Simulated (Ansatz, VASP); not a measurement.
This is a calculation of Cs for Ansatz 0.2.0.

The input input.yaml:

```yaml
crystal:
  lattice:
    - [-3.1898230911, 3.1898230911, 3.1898230911]
    - [3.1898230911, -3.1898230911, 3.1898230911]
    - [3.1898230911, 3.1898230911, -3.1898230911]
  atoms:
    - { symbol: Cs, position: [0.0, 0.0, 0.0] }
kpoints:
  mp_grid: { grid: [6, 6, 6] }
scf:
  occupations: { method: fermi_dirac, width: 0.05 }
hamiltonian:
  xc: pbesol
  pseudopotentials: { kind: all_electron, lapw: { basis_error: 0.0005 } }
output:
  forces: true
  stress: true
  eigenvalues: true
```

Potentials or basis: all-electron LAPW, scalar-relativistic.

The run is started by

```sh
$ ansatz run input.yaml --threads 1 --pin off --max-ram 3072MiB --backend cpu --events-out ev --progress --plain --runs-dir out
```

Task: Translate it to VASP 6.6.1. Potentials there: VASP PAW PBE potentials, release 64 (Cs_sv).

Result: As run (the cutoff follows the program's own potentials):

The input INCAR:

```
  PREC = Accurate
  ENCUT = 520
  EDIFF = 1E-6
  ISMEAR = -1
  SIGMA = 0.05
  LREAL = F
  LASPH = T
  NELM = 100
  ALGO = Fast
  ISIF = 2
  LWAVE = F
  LCHARG = F
  GGA = PS
  NBANDS = 10
```

File KPOINTS:

```
Automatic mesh
0
Gamma
  6 6 6
```

File POSCAR:

```
Cs
1.0
   -3.1898230911      3.1898230911      3.1898230911
    3.1898230911     -3.1898230911      3.1898230911
    3.1898230911      3.1898230911     -3.1898230911
Cs
1
Direct
    0.0000000000      0.0000000000      0.0000000000
```

Potentials or basis: VASP PAW PBE potentials, release 64 (Cs_sv).

Launch:

```console
$ cat potpaw_PBE.64/Cs_sv/POTCAR > POTCAR
$ mpirun -np 1 vasp_std > vasp.out
```

Both were run:

|  | VASP | Ansatz | Ansatz less VASP |
| --- | --- | --- | --- |
| gap on the k mesh at the Fermi level (eV) | none | none | - |
| pressure (GPa) | -0.3 | -0.3 | +0.01 |

A gap of «none» marks a metal or a gap that the smearing closes. Ansatz ran all-electron here, so the differences hold the error of VASP's frozen core and of both bases.

Caveats: the PAW data sets were made with another functional, which shifts forces and pressure a little (VASP). The runs have no spin-orbit coupling, so splittings on Cs are missing.
